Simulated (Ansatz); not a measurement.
Set up this calculation in Ansatz 0.2.0, as the native input.

```yaml
Task: band structure
Functional: rPW86-PBE
Potentials_or_basis: Ansatz PAW
Cutoff: "420 eV (not typed: the program's choice for these potentials)"
k_mesh: 7 × 7 × 7
Occupations: fermi-dirac, width 0.05 eV
Spin: no spin polarisation
Path: "[[\"G\", \"X\", \"M\", \"G\", \"Z\", \"R\", \"A\", \"Z\"], [\"X\", \"R\"], [\"M\", \"A\"]]"
Points_for_each_segment_of_the_path: 14
```

The system is BaTiO3.

```
CELL_PARAMETERS angstrom
3.99980 0.00000 0.00000
0.00000 3.99980 0.00000
0.00000 0.00000 4.01800
ATOMIC_POSITIONS crystal
Ba 0.00000 0.00000 0.00000
Ti 0.50000 0.50000 0.49000
O 0.00000 0.50000 0.51700
O 0.50000 0.00000 0.51700
O 0.50000 0.50000 0.01900
```

One way to write it, as run:

input.yaml

```yaml
crystal:
  lattice:
    - [3.9998, 0.0, 0.0]
    - [0.0, 3.9998, 0.0]
    - [0.0, 0.0, 4.018]
  atoms:
    - { symbol: Ba, position: [0.0, 0.0, 0.0] }
    - { symbol: Ti, position: [0.5, 0.5, 0.49] }
    - { symbol: O, position: [0.0, 0.5, 0.517] }
    - { symbol: O, position: [0.5, 0.0, 0.517] }
    - { symbol: O, position: [0.5, 0.5, 0.019] }
hamiltonian:
  xc: { exchange: rpw86, correlation: pbe }
  pseudopotentials: { kind: paw }
kpoints:
  mp_grid: { grid: [7, 7, 7] }
  band_path:
    path:
      - [[0.0, 0.0, 0.0], [0.0, 0.5, 0.0], [0.5, 0.5, 0.0], [0.0, 0.0, 0.0], [0.0, 0.0, 0.5], [0.0, 0.5, 0.5], [0.5, 0.5, 0.5], [0.0, 0.0, 0.5]]
      - [[0.0, 0.5, 0.0], [0.0, 0.5, 0.5]]
      - [[0.5, 0.5, 0.0], [0.5, 0.5, 0.5]]
    npoints: 14
scf:
  occupations: { method: fermi_dirac, width: 0.05 }
  n_extra_bands: 12
output:
  forces: true
  stress: true
  eigenvalues: true
  fatbands: false
```

Potentials or basis: Ansatz PAW.

Command:

```console
$ ansatz run input.yaml --threads 2 --pin off --max-ram 5120MiB --backend cpu --events-out ev --progress --plain --runs-dir out
```

It gave:

The pressure is 7.8 GPa, the largest force is 0.228 eV/Å and the band gap on the k mesh is 1.94 eV, indirect (least direct gap 2.09 eV). The band gap along the path is 1.85 eV, indirect (least direct gap 2.09 eV).

Caveat: the k mesh misses the band edges, so the gap on the mesh is wider than the one along the path; the pressure holds a Pulay correction of +0.5 GPa for the finite cutoff; spin-orbit coupling is left out, which moves the levels of the heavy elements; the PAW data sets come from PBE, with cores solved anew for the run's functional, which leaves a small shift of forces and pressure.

It took 8.1 s on 2 threads of Intel(R) Xeon(R) Platinum 8488C (Sapphire Rapids), with other jobs on the host, peak memory 0.42 GiB.
